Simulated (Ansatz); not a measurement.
# Nb (Im-3m) in Ansatz: equation of state

How stiff is Nb in PBEsol, and what volume does it want? The cell is scaled to several volumes.

Everything below comes from runs of Ansatz 0.2.0. Logs are shortened: lines on timing, memory, paths and dates and some standing lists are left out, and cuts for length are marked.

**The experiment to reproduce.**

From “Pressure effects on the electronic structure and superconductivity of (TaNb)0.67(HfZrTi)0.33 high entropy alloy”, 2019, arxiv:1910.08312, for a bulk crystal of Nb: bulk modulus 169 GPa.

The results are compared with them further down.

### 1 Starting point

It takes space group Im-3m (No. 229, cubic). The conventional cell has a = 3.328 Å, b = 3.328 Å, c = 3.328 Å, α = 90.00°, β = 90.00°, γ = 90.00°. Around Nb (site symmetry m-3m) lie 8 Nb at 2.88 Å.

### 2 Single point, PBEsol, 17.32 Å³/atom (volume scaled by 0.94)

input.yaml

```yaml
crystal:
  lattice:
    - [-1.6299823056, 1.6299823056, 1.6299823056]
    - [1.6299823056, -1.6299823056, 1.6299823056]
    - [1.6299823056, 1.6299823056, -1.6299823056]
  atoms:
    - { symbol: Nb, position: [0.0, 0.0, 0.0] }
hamiltonian:
  xc: pbesol
  pseudopotentials: { kind: paw }
kpoints:
  mp_grid: { grid: [11, 11, 11] }
scf:
  occupations: { method: fermi_dirac, width: 0.05 }
output:
  forces: true
  stress: true
  eigenvalues: true
  write_density: true
  write_potential: true
  elf: true
  volumetric_format: npy
```

Potentials or basis: Ansatz PAW.

Started as:

```
$ ansatz run input.yaml --threads 2 --pin off --max-ram 5632MiB --backend cpu --events-out ev --progress --plain --runs-dir out
```

Output:

```text
Warning: RAYON_NUM_THREADS=2 ignored (pool sized by the plan → 2); use --threads N
Engine: ansatz 0.2.0, aarch64-unknown-linux-gnu
Pseudopotentials: kind: paw
Pseudopotential: Nb, paw, valence charge 13, recommended cutoff 420 eV (normal), Nb.paw.azcp
Functional definition: PBEsol
  exchange = pbesol_x
  correlation = pbesol_c
Crystal: 1 atoms, lattice volume = 17.322 Å³
Basis set: ecut = 420 eV, 321 PW (Γ), exchange–correlation on 40×40×40 points (8 copies of the dense FFT grid, shifted against one another)
Bands: 11, of which v1, the nominal top of the filled ones, is band 7 counted from 1 (6 counted from 0)
Symmetry: 48 space group operations
Space group: Im-3m (ITA 229), of the structure as read, at distance tolerance 2.6e-5 Å
k-points: 56 of 1331
Non-local potential: Nb, projectors of the file, l = 0: 3, l = 1: 2, l = 2: 2, l = 3: 1
PAW form: soft (Blöchl's): semilocal exchange-correlation on the pseudo side does not see the compensation charge
PAW frozen core: Nb, regenerated for the run's functional, and the local potential with it (the file was generated under x = pbe(κ = 0.804, μ = 0.2195149727645171), c = pbe(β = 0.06672455060314922))
PAW one-centre angular grid: Nb, 590 points (default); XC on 64 Gauss nodes
Initial density: superposition of atomic densities (neutral atoms: chi_scale 0, normalization atom), corrected by the library's trained network
Initial wavefunctions: pseudopotential atomic-orbital guess
Functional: x = pbesol(κ = 0.804, μ = 0.12345679012345678), c = pbesol(β = 0.046)
SCF iter   1: F=—  HF=-4495.448957 eV  |F-HF|=—  |Δ(HF+E_count)|=         —  Δρ=6.22e-3  dr2=5.96e-3  ethr=1.77e-3  ⟨swp⟩=5.0  Hψ=3608  notcnv=0
preconditioner: auto → none  [metal: Δε(μ)=0.028 eV  Ē_g=7.945 eV  σ=0.050 eV  W_gap=0.14  n_scr=0 (ndim 8)  ℏωp=19.9 eV  f_vac=0.000  D(μ)=1.91/eV (n_scr^D=18)]
SCF iter   2: F=—  HF=-4495.446852 eV  |F-HF|=—  |Δ(HF+E_count)|=   2.10e-3  Δρ=1.91e-3  dr2=2.26e-4  ethr=4.58e-5  ⟨swp⟩=2.6  Hψ=1482  notcnv=0  defer=4
SCF iter   3: F=—  HF=-4495.446807 eV  |F-HF|=—  |Δ(HF+E_count)|=   4.56e-5  Δρ=6.91e-4  dr2=2.76e-5  ethr=1.74e-6  ⟨swp⟩=1.0  Hψ=608  notcnv=0  defer=4
SCF iter   4: F=—  HF=-4495.446803 eV  |F-HF|=—  |Δ(HF+E_count)|=   3.29e-6  Δρ=3.13e-5  dr2=6.03e-8  ethr=2.13e-7  ⟨swp⟩=1.1  Hψ=633  notcnv=0  defer=4
iter 5 did not close the SCF: its close was put off for the readings that it lacked (scf_convergence_deferred on its scf_iter line)
SCF iter   5: F=-4495.446803 eV  HF=-4495.446803 eV  |F-HF|=1.11e-9  |Δ(HF+E_count)|=   1.02e-7  Δρ=5.00e-6  dr2=1.71e-9  ethr=4.64e-10  ⟨swp⟩=2.0  Hψ=952  notcnv=0  defer=4
SCF iter   6: F=-4495.446803 eV  HF=-4495.446803 eV  |F-HF|=9.09e-13  |Δ(HF+E_count)|=  6.32e-10  Δρ=1.63e-7  dr2=1.75e-12  ethr=1.32e-11  ⟨swp⟩=4.5  Hψ=2799  notcnv=0
SCF 1 converged in 6 iterations: F = -4495.446803 eV  dr2 = 1.75e-12
SCF converged after 6 iterations
Free energy (F): -4495.446803 eV
Harris-Foulkes:  -4495.446803 eV  (|F-HF|=9.09e-13)
Internal energy: -4495.431055 eV  (E = F + TS)
E sigma→0 (E₀):  -4495.438929 eV
Entropy (-TS):   -0.015749 eV (-15.749 meV/atom)
Fermi energy:    18.413921 eV
--- Per-component energies (eV) ---
  E_band       = -57.797932
  E_kinetic    = 396.633580
  E_local      = -671.715874  (includes V_loc(G=0)·N_el)
  E_nonlocal   = 121.851184
  E_hartree    = 208.923334
  E_xc         = -175.054816
  E_vxc        = -213.266989  (∫ρ·V_xc dr)
  E_paw        = -3017.926407  (= ΣΔE_a)
  E_vpaw       = -109.146516  (= ΣTr[D̂ρ^β])
  E_aug_tail   = 0.000006  (compensation charges beyond the density's cutoff)
  E_ewald      = -1358.330770
  E_core_change = 0.188709  (= ΣΔE_core)
  E_smearing   = -0.015749  (= −TS)
  E_closure    = 0.000000  (closes the sum)
  Σ components = -4495.446803   (vs F -4495.446803, Δ=0.00e0)
--- Forces (eV/Å), atoms counted from 1 ---
  atom   1  Nb     0.00000000     0.00000000     0.00000000
  max |Σ_I F_I| component: 1.93e-33 eV/Å
--- Stress (GPa, compression-positive) ---
        2.824304      -0.000000      -0.000000
        0.000000       2.824304      -0.000000
        0.000000      -0.000000       2.824304
  P = ⅓ Tr σ = 2.8243 GPa (28.243 kbar)
--- Band table (eV; the first three rows and the last of 56) ---
  k-point 0: bands = ["-35.7457", "-10.9867", "-10.9867", "-10.9867", "12.4534", "18.8033", "18.8033", "18.8033", "21.8433", "21.8433", "32.6774"]
  k-point 1: bands = ["-35.7231", "-11.1196", "-11.0267", "-10.9879", "12.8058", "18.5850", "18.7422", "19.1473", "21.5294", "21.8446", "32.9620"]
  k-point 2: bands = ["-35.6622", "-11.4660", "-11.1326", "-10.9914", "13.7118", "18.0551", "18.4713", "20.1438", "21.2033", "21.8921", "33.3549"]
  k-point 55: bands = ["-35.2612", "-12.0407", "-12.0158", "-12.0158", "14.5780", "14.6420", "23.7077", "23.7077", "24.1898", "27.3942", "28.6805"]
```

Wall time 0.68 s (2 threads of Arm Neoverse V1, shared host); peak memory 0.26 GiB.

What came out:

- Free energy: -4495.4468 eV
- Pressure: 2.8 GPa
- Band gap on the k mesh: none (metal or under the smearing width)

Caveat: the PAW data sets come from PBE, with cores solved anew for the run's functional, which leaves a small shift of forces and pressure.

### 3 Single point, PBEsol, 17.69 Å³/atom (volume scaled by 0.96)

Edit input.yaml of step 2 so:

```diff
@@ -2,5 +2,5 @@
   lattice:
-    - [-1.6299823056, 1.6299823056, 1.6299823056]
-    - [1.6299823056, -1.6299823056, 1.6299823056]
-    - [1.6299823056, 1.6299823056, -1.6299823056]
+    - [-1.6414614324, 1.6414614324, 1.6414614324]
+    - [1.6414614324, -1.6414614324, 1.6414614324]
+    - [1.6414614324, 1.6414614324, -1.6414614324]
   atoms:
```

Potentials or basis: Ansatz PAW.

Started as:

```
$ ansatz run input.yaml --threads 2 --pin off --max-ram 5632MiB --backend cpu --events-out ev --progress --plain --runs-dir out
```

Run time: 0.69 s. Hardware: 2 threads of Arm Neoverse V1, shared host; peak memory 0.26 GiB.

It converged, with:

```
Free energy            : -4495.4488 eV
Pressure               : -1.0 GPa
Band gap on the k mesh : none (metal or under the smearing width)
```

Caveat: the PAW data sets come from PBE, with cores solved anew for the run's functional, which leaves a small shift of forces and pressure.

### 4 Single point, PBEsol, 18.06 Å³/atom (volume scaled by 0.98)

Edit input.yaml of step 3 so:

```diff
@@ -2,5 +2,5 @@
   lattice:
-    - [-1.6414614324, 1.6414614324, 1.6414614324]
-    - [1.6414614324, -1.6414614324, 1.6414614324]
-    - [1.6414614324, 1.6414614324, -1.6414614324]
+    - [-1.6527822138, 1.6527822138, 1.6527822138]
+    - [1.6527822138, -1.6527822138, 1.6527822138]
+    - [1.6527822138, 1.6527822138, -1.6527822138]
   atoms:
```

Started as:

```
$ ansatz run input.yaml --threads 2 --pin off --max-ram 5632MiB --backend cpu --events-out ev --progress --plain --runs-dir out
```

It took 0.69 s on 2 threads of Arm Neoverse V1, shared host; peak memory 0.26 GiB.

It converged, with:

```
Free energy            : -4495.4424 eV
Pressure               : -4.5 GPa
Band gap on the k mesh : none (metal or under the smearing width)
```

Caveat: the PAW data sets come from PBE, with cores solved anew for the run's functional, which leaves a small shift of forces and pressure.

### 5 Single point, PBEsol, 18.43 Å³/atom

input.yaml

```yaml
crystal:
  lattice:
    - [-1.66395, 1.66395, 1.66395]
    - [1.66395, -1.66395, 1.66395]
    - [1.66395, 1.66395, -1.66395]
  atoms:
    - { symbol: Nb, position: [0.0, 0.0, 0.0] }
hamiltonian:
  xc: pbesol
  pseudopotentials: { kind: paw }
kpoints:
  mp_grid: { grid: [11, 11, 11] }
scf:
  occupations: { method: fermi_dirac, width: 0.05 }
output:
  forces: true
  stress: true
  eigenvalues: true
```

Started as:

```
$ ansatz run input.yaml --threads 2 --pin off --max-ram 5632MiB --backend cpu --events-out ev --progress --plain --runs-dir out
```

It took 0.56 s on 2 threads of Arm Neoverse V1, shared host; peak memory 0.26 GiB.

The run converged. Its results:

```
Free energy            : -4495.4281 eV
Pressure               : -7.8 GPa
Band gap on the k mesh : none (metal or under the smearing width)
```

Caveat: the PAW data sets come from PBE, with cores solved anew for the run's functional, which leaves a small shift of forces and pressure.

### 6 Single point, PBEsol, 18.80 Å³/atom (volume scaled by 1.02)

Edit input.yaml of step 5 so:

```diff
@@ -2,5 +2,5 @@
   lattice:
-    - [-1.66395, 1.66395, 1.66395]
-    - [1.66395, -1.66395, 1.66395]
-    - [1.66395, 1.66395, -1.66395]
+    - [-1.6749698576, 1.6749698576, 1.6749698576]
+    - [1.6749698576, -1.6749698576, 1.6749698576]
+    - [1.6749698576, 1.6749698576, -1.6749698576]
   atoms:
```

Potentials or basis: Ansatz PAW.

Started as:

```
$ ansatz run input.yaml --threads 2 --pin off --max-ram 5632MiB --backend cpu --events-out ev --progress --plain --runs-dir out
```

Run time: 0.55 s. Hardware: 2 threads of Arm Neoverse V1, shared host; peak memory 0.26 GiB.

It converged, with:

- Free energy: -4495.4068 eV
- Pressure: -10.8 GPa
- Band gap on the k mesh: none (metal or under the smearing width)

Caveat: the PAW data sets come from PBE, with cores solved anew for the run's functional, which leaves a small shift of forces and pressure.

### 7 Single point, PBEsol, 19.17 Å³/atom (volume scaled by 1.04)

Edit input.yaml of step 6 so:

```diff
@@ -2,5 +2,5 @@
   lattice:
-    - [-1.6749698576, 1.6749698576, 1.6749698576]
-    - [1.6749698576, -1.6749698576, 1.6749698576]
-    - [1.6749698576, 1.6749698576, -1.6749698576]
+    - [-1.68584659, 1.68584659, 1.68584659]
+    - [1.68584659, -1.68584659, 1.68584659]
+    - [1.68584659, 1.68584659, -1.68584659]
   atoms:
```

Started as:

```
$ ansatz run input.yaml --threads 2 --pin off --max-ram 5632MiB --backend cpu --events-out ev --progress --plain --runs-dir out
```

Run time: 0.56 s. Hardware: 2 threads of Arm Neoverse V1, shared host; peak memory 0.26 GiB.

The run converged. Its results:

- Free energy: -4495.3789 eV
- Pressure: -13.5 GPa
- Band gap on the k mesh: none (metal or under the smearing width)

Caveat: the PAW data sets come from PBE, with cores solved anew for the run's functional, which leaves a small shift of forces and pressure.

### 8 Single point, PBEsol, 19.53 Å³/atom (volume scaled by 1.06)

Edit input.yaml of step 7 so:

```diff
@@ -2,5 +2,5 @@
   lattice:
-    - [-1.68584659, 1.68584659, 1.68584659]
-    - [1.68584659, -1.68584659, 1.68584659]
-    - [1.68584659, 1.68584659, -1.68584659]
+    - [-1.6965847559, 1.6965847559, 1.6965847559]
+    - [1.6965847559, -1.6965847559, 1.6965847559]
+    - [1.6965847559, 1.6965847559, -1.6965847559]
   atoms:
```

Potentials or basis: Ansatz PAW.

Started as:

```
$ ansatz run input.yaml --threads 2 --pin off --max-ram 5632MiB --backend cpu --events-out ev --progress --plain --runs-dir out
```

Output:

```text
Warning: RAYON_NUM_THREADS=2 ignored (pool sized by the plan → 2); use --threads N
Engine: ansatz 0.2.0, aarch64-unknown-linux-gnu
Pseudopotentials: kind: paw
Pseudopotential: Nb, paw, valence charge 13, recommended cutoff 420 eV (normal), Nb.paw.azcp
Functional definition: PBEsol
  exchange = pbesol_x
  correlation = pbesol_c
Crystal: 1 atoms, lattice volume = 19.534 Å³
Basis set: ecut = 420 eV, 381 PW (Γ), exchange–correlation on 40×40×40 points (8 copies of the dense FFT grid, shifted against one another)
Bands: 11, of which v1, the nominal top of the filled ones, is band 7 counted from 1 (6 counted from 0)
Symmetry: 48 space group operations
Space group: Im-3m (ITA 229), of the structure as read, at distance tolerance 2.7e-5 Å
k-points: 56 of 1331
Non-local potential: Nb, projectors of the file, l = 0: 3, l = 1: 2, l = 2: 2, l = 3: 1
PAW form: soft (Blöchl's): semilocal exchange-correlation on the pseudo side does not see the compensation charge
PAW frozen core: Nb, regenerated for the run's functional, and the local potential with it (the file was generated under x = pbe(κ = 0.804, μ = 0.2195149727645171), c = pbe(β = 0.06672455060314922))
PAW one-centre angular grid: Nb, 590 points (default); XC on 64 Gauss nodes
Initial density: superposition of atomic densities (neutral atoms: chi_scale 0, normalization atom), corrected by the library's trained network
Initial wavefunctions: pseudopotential atomic-orbital guess
Functional: x = pbesol(κ = 0.804, μ = 0.12345679012345678), c = pbesol(β = 0.046)
SCF iter   1: F=—  HF=-4495.346827 eV  |F-HF|=—  |Δ(HF+E_count)|=         —  Δρ=5.14e-3  dr2=4.93e-3  ethr=1.77e-3  ⟨swp⟩=5.1  Hψ=3630  notcnv=0
preconditioner: auto → none  [metal: Δε(μ)=0.017 eV  Ē_g=7.030 eV  σ=0.050 eV  W_gap=0.08  n_scr=0 (ndim 8)  ℏωp=18.8 eV  f_vac=0.000  D(μ)=1.68/eV (n_scr^D=18)]
SCF iter   2: F=—  HF=-4495.345086 eV  |F-HF|=—  |Δ(HF+E_count)|=   1.74e-3  Δρ=1.73e-3  dr2=1.92e-4  ethr=3.79e-5  ⟨swp⟩=2.7  Hψ=1497  notcnv=0  defer=1
SCF iter   3: F=—  HF=-4495.345057 eV  |F-HF|=—  |Δ(HF+E_count)|=   2.92e-5  Δρ=6.83e-4  dr2=2.92e-5  ethr=1.47e-6  ⟨swp⟩=1.0  Hψ=617  notcnv=0  defer=1
SCF iter   4: F=—  HF=-4495.345054 eV  |F-HF|=—  |Δ(HF+E_count)|=   2.54e-6  Δρ=2.93e-5  dr2=5.74e-8  ethr=2.25e-7  ⟨swp⟩=1.9  Hψ=910  notcnv=0  defer=1
iter 5 did not close the SCF: its close was put off for the readings that it lacked (scf_convergence_deferred on its scf_iter line)
SCF iter   5: F=-4495.345054 eV  HF=-4495.345054 eV  |F-HF|=2.97e-10  |Δ(HF+E_count)|=   4.81e-8  Δρ=3.11e-6  dr2=7.24e-10  ethr=4.41e-10  ⟨swp⟩=2.1  Hψ=732  notcnv=0  defer=1
SCF iter   6: F=-4495.345054 eV  HF=-4495.345054 eV  |F-HF|=0.00e0  |Δ(HF+E_count)|=  2.56e-10  Δρ=2.99e-7  dr2=4.80e-12  ethr=5.57e-12  ⟨swp⟩=1.5  Hψ=1902  notcnv=0
SCF 1 converged in 6 iterations: F = -4495.345054 eV  dr2 = 4.80e-12
SCF converged after 6 iterations
Free energy (F): -4495.345054 eV
Harris-Foulkes:  -4495.345054 eV  (|F-HF|=0.00e0)
Internal energy: -4495.330895 eV  (E = F + TS)
E sigma→0 (E₀):  -4495.337974 eV
Entropy (-TS):   -0.014159 eV (-14.159 meV/atom)
Fermi energy:    16.005939 eV
--- Per-component energies (eV) ---
  E_band       = -90.106542
  E_kinetic    = 391.710143
  E_local      = -741.746123  (includes V_loc(G=0)·N_el)
  E_nonlocal   = 121.283326
  E_hartree    = 229.033791
  E_xc         = -173.259872
  E_vxc        = -210.881628  (∫ρ·V_xc dr)
  E_paw        = -3017.533794  (= ΣΔE_a)
  E_vpaw       = -108.539891  (= ΣTr[D̂ρ^β])
  E_aug_tail   = 0.000006  (compensation charges beyond the density's cutoff)
  E_ewald      = -1305.007081
  E_core_change = 0.188709  (= ΣΔE_core)
  E_smearing   = -0.014159  (= −TS)
  E_closure    = 0.000000  (closes the sum)
  Σ components = -4495.345054   (vs F -4495.345054, Δ=0.00e0)
--- Forces (eV/Å), atoms counted from 1 ---
  atom   1  Nb    -0.00000000     0.00000000    -0.00000000
  max |Σ_I F_I| component: 1.98e-32 eV/Å
--- Stress (GPa, compression-positive) ---
      -15.891745      -0.000000      -0.000000
        0.000000     -15.891745      -0.000000
       -0.000000       0.000000     -15.891745
  P = ⅓ Tr σ = -15.8917 GPa (-158.917 kbar)
--- Band table (eV; the first three rows and the last of 56) ---
  k-point 0: bands = ["-38.3459", "-13.8276", "-13.8276", "-13.8276", "10.2519", "16.4036", "16.4036", "16.4036", "19.0494", "19.0494", "29.9302"]
  k-point 1: bands = ["-38.3319", "-13.9171", "-13.8554", "-13.8282", "10.5597", "16.2222", "16.3537", "16.6971", "18.7992", "19.0540", "30.1556"]
  k-point 2: bands = ["-38.2943", "-14.1519", "-13.9291", "-13.8297", "11.3778", "15.7765", "16.1175", "17.5476", "18.5161", "19.0986", "30.3800"]
  k-point 55: bands = ["-38.0456", "-14.5617", "-14.5456", "-14.5456", "12.8191", "12.8595", "20.5756", "20.5756", "20.9781", "23.9704", "25.1248"]
```

Wall time 0.61 s (2 threads of Arm Neoverse V1, shared host); peak memory 0.26 GiB.

What came out:

| Quantity | Value |
| --- | --- |
| Free energy | -4495.3451 eV |
| Pressure | -15.9 GPa |
| Band gap on the k mesh | none (metal or under the smearing width) |

Caveat: the PAW data sets come from PBE, with cores solved anew for the run's functional, which leaves a small shift of forces and pressure.

### 9 Equation of state, PBEsol

Potentials or basis: Ansatz PAW.

This step only gathers the single runs of the series.

Results:

```
Equilibrium volume                      : 17.59 Å³/atom
Bulk modulus                            : 181 GPa
Pressure derivative of the bulk modulus : 3.3
```

Energy against volume, from the lowest point:
```
volume (Å³/atom)  energy (meV/atom)
          17.322               2.02
          17.691               0.00
          18.060               6.45
          18.428              20.69
          18.797              42.08
          19.165              69.98
          19.534             103.77
```

### 10 Against experiment

Step 9. A measured bulk modulus of Nb is 169 GPa (quoted in “Pressure effects on the electronic structure and superconductivity of (TaNb)0.67(HfZrTi)0.33 high entropy alloy”, 2019, arxiv:1910.08312); the calculated 181 GPa misses it by +7.1 %. The fit is for a static lattice scaled at fixed shape and fixed fractional positions.
